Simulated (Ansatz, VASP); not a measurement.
## FeO: VASP beside Ansatz

File INCAR:

```
ALGO     = Normal         # electronic algorithm
EDIFF    = 1E-7           # SCF threshold, eV
ENCUT    = 520            # plane-wave cutoff, eV
GGA      = PE             # functional
ISIF     = 2              # what is computed and relaxed
ISMEAR   = -1             # smearing method
ISPIN    = 2              # spin polarisation
LASPH    = True           # aspherical terms in the spheres
LCHARG   = False          # write CHGCAR
LMAXMIX  = 4              # l up to which the mixer works
LORBIT   = 11             # projections on sites
LREAL    = False          # projectors in reciprocal space
LWAVE    = False          # write WAVECAR
MAGMOM   = 3 3 0 0        # initial moments
NBANDS   = 26             # bands
NELM     = 150            # most SCF steps
PREC     = Accurate       # precision mode
SIGMA    = 0.05           # smearing width, eV
```

File KPOINTS:

```
k-points
0
Gamma
  10 10 5
```

File POSCAR:

```
FeO
1.0
    2.6643590280     -1.5141986179      0.0000000000
    2.6643590280      1.5141986179      0.0000000000
   -0.2327383956      0.0000000000      5.2340825049
Fe O
2 2
Direct
    0.0000000000      0.0000000000      0.5000000000
    0.0000000000      0.0000000000      0.0000000000
    0.3354670000      0.3354670000      0.7442990000
    0.6645330000      0.6645330000      0.2557010000
```

Contents of input.yaml:

```yaml
crystal:
  lattice:
    - [2.664359028, -1.5141986179, 0.0]
    - [2.664359028, 1.5141986179, 0.0]
    - [-0.2327383956, 0.0, 5.2340825049]
  atoms:
    - { symbol: Fe, position: [0.0, 0.0, 0.5], spin: 3.0 }
    - { symbol: Fe, position: [0.0, 0.0, 0.0], spin: 3.0 }
    - { symbol: O, position: [0.335467, 0.335467, 0.744299] }
    - { symbol: O, position: [0.664533, 0.664533, 0.255701] }
hamiltonian:
  xc: pbe
  pseudopotentials: { kind: paw }
magnetization:
  spin_polarized: true
kpoints:
  mp_grid: { grid: [10, 10, 5] }
scf:
  occupations: { method: fermi_dirac, width: 0.05 }
output:
  forces: true
  stress: true
  eigenvalues: true
  write_density: true
  write_potential: true
  elf: true
  volumetric_format: npy
```

Change from the starting cell: volume scaled by 0.98.

Alike in both runs: task single point; functional PBE; k mesh 10 × 10 × 5; occupations fermi-dirac, width 0.05 eV; collinear spin, ferromagnetic start.

|  | VASP | Ansatz |
| --- | --- | --- |
| version | VASP 6.6.1 | Ansatz 0.2.0 |
| potentials or method | VASP PAW PBE potentials, release 64 (Fe, O) | Ansatz PAW |
| plane-wave cutoff (eV) | 520 | 420 |
| valence electrons in the cell | 28 | 44 |

|  | VASP | Ansatz | Ansatz less VASP |
| --- | --- | --- | --- |
| gap on the k mesh at the Fermi level (eV) | none | none | - |
| pressure (GPa) | -6.9 | -10.7 | -3.81 |
| largest component of the traceless stress (GPa) | 3.37 | 6.33 | +2.964 |
| rms of the force components (eV/Å) | 0.083 | 0.087 | +0.0043 |
| net moment per atom (μB) | 2.00 | 0.01 | -1.986 |
| size of the moment on the site where the two differ most (μB) | 3.60 | 3.24 | -0.365 |

The net moments differ so much that the two runs ended in different magnetic states, which moves the other rows too. Site moments also hang on the region over which each program counts them. Atom by atom the forces differ by 0.006 eV/Å (rms over components). A gap of «none» marks a metal or a gap that the smearing closes. The two sets of potentials don't hold the same shells in valence.

Caveats: semilocal functionals often make such compounds metallic where correlation or magnetic order opens a gap, which also shifts bond lengths; only a ferromagnetic start was run, and an antiferromagnetic order may lie lower in energy (VASP); the pressure holds a Pulay correction of +0.6 GPa for the finite cutoff (Ansatz); the starting moments weren't kept (Ansatz).
